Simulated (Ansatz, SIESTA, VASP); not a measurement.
C: 3 runs at one level of theory

The starting cell:

```
C
1.0
     0.00000    1.78337    1.78337
     1.78337    0.00000    1.78337
     1.78337    1.78337    0.00000
C
2
Direct
  0.75000 0.75000 0.75000
  0.50000 0.50000 0.50000
```

Alike in all runs: task relaxation of cell and atoms; functional PBEsol; k mesh 13 × 13 × 13; occupations fermi-dirac, width 0.05 eV; no spin polarisation; no spin-orbit coupling.

| program and potentials | plane-wave cutoff (eV) | notes | equilibrium volume (Å³/atom) |
| --- | --- | --- | --- |
| Ansatz, all-electron LAPW, scalar-relativistic | - | - | 5.61 |
| SIESTA, files PseudoDojo sr-pbesol-0.4.1-standard, DZP (energy shift 0.002 Ry) | - | atomic basis | 5.74 |
| VASP, PBE PAW files C, 600 eV | 600 | potentials made for PBE | 5.62 |

The equilibrium volume spans 5.61 (Ansatz, all-electron LAPW, scalar-relativistic) to 5.74 Å³/atom (SIESTA, files PseudoDojo sr-pbesol-0.4.1-standard, DZP (energy shift 0.002 Ry)), with all-electron results at 5.61. Relaxations stop with a little pressure left, so the last digit of a volume isn't settled. Rows in atomic bases carry the error of their basis and grid, which can be large.

The functional is the same throughout but for its coding, so the spread measures potentials, basis and numerics; runs on potential files found faulty are left out.

The all-electron and PAW volumes, 5.61 and 5.62 Å³/atom, are practically the same, so potentials generated for PBE do no visible harm to diamond under PBEsol. This is plausible for carbon: its only core shell is 1s, compact and well separated in energy from the 2s and 2p electrons that form the sp³ bonds, and it hardly responds to the change of functional.

The SIESTA volume of 5.74 Å³/atom stands apart. Diamond is exceptionally stiff, so even a modest expansion corresponds to a considerable error in pressure. A likely source is the limited radial and angular freedom of the DZP orbitals: as the short covalent bonds are compressed, the orbitals cannot readjust fully, which would raise the energy more at small volumes and push the minimum outwards. The different pseudopotential could also contribute, and a plane-wave calculation with the same PseudoDojo file would be needed to separate the two effects.
